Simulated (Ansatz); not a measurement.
Runs of Ansatz 0.2.0 on Hf. Symmetry: P6_3/mmc, No. 194, hexagonal system. Conventional cell: a = 3.197 Å, b = 3.197 Å, c = 5.058 Å, α = 90.00°, β = 90.00°, γ = 120.00°. Around Hf (site symmetry -6m2) lie 12 Hf at 3.13 to 3.20 Å. 

| task | level | potentials or basis | spin | cell | k mesh | cutoff (eV) | smearing | gap on the mesh (eV) | pressure (GPa) | relaxed volume (Å³/atom) |
| --- | --- | --- | --- | --- | --- | --- | --- | --- | --- | --- |
| relaxation of cell and atoms | LDA | all-electron LAPW, scalar-relativistic | off | relaxed | 10 × 10 × 5 | - | fermi-dirac 0.05 eV | - | 0.0 | (b) |
| single point | BLYP+D3(BJ) | all-electron LAPW, relativistic spinors | SOC, no magnetisation | as given | 7 × 7 × 4 | 214 | methfessel-paxton 0.2 eV | none | -4.9 | - |
| band structure | revPBE | all-electron LAPW, scalar-relativistic | off | as given | 10 × 10 × 5 | 213 | fermi-dirac 0.05 eV | - | (a) | - |
| phonons | LDA | all-electron LAPW, scalar-relativistic | off | as given | 7 × 7 × 4 | 230 | fermi-dirac 0.05 eV | none | - | - |
| relaxation of cell and atoms | BLYP+D3(BJ) | all-electron LAPW, scalar-relativistic | off | relaxed | 10 × 10 × 5 | - | fermi-dirac 0.05 eV | - | 0.0 | 21.32 |
| single point | LDA | all-electron LAPW, scalar-relativistic | off | as given | 10 × 10 × 5 | 213 | gaussian 0.02 eV | none | -7.9 | - |

Alike in all rows: basis error allowed 0.001 eV/atom.

**Question.** Fill in the values left out.

**Answer.** (a) 2.7; (b) 20.80.

Caveats: the k mesh is thin for a metal, which can move the energy by tens of meV per atom (some runs); pairwise dispersion overbinds metals, which lowers pressure and volume (some runs); spin-orbit coupling is left out, which moves the levels of the heavy elements (some runs); a metal's response needs a denser mesh (some runs).

A k mesh can miss the band edges, and rows without SOC leave out spin-orbit coupling on Hf.

A gap of «none» marks a metal or a gap under the smearing width.

Runs at the PBE level aren't shown here.
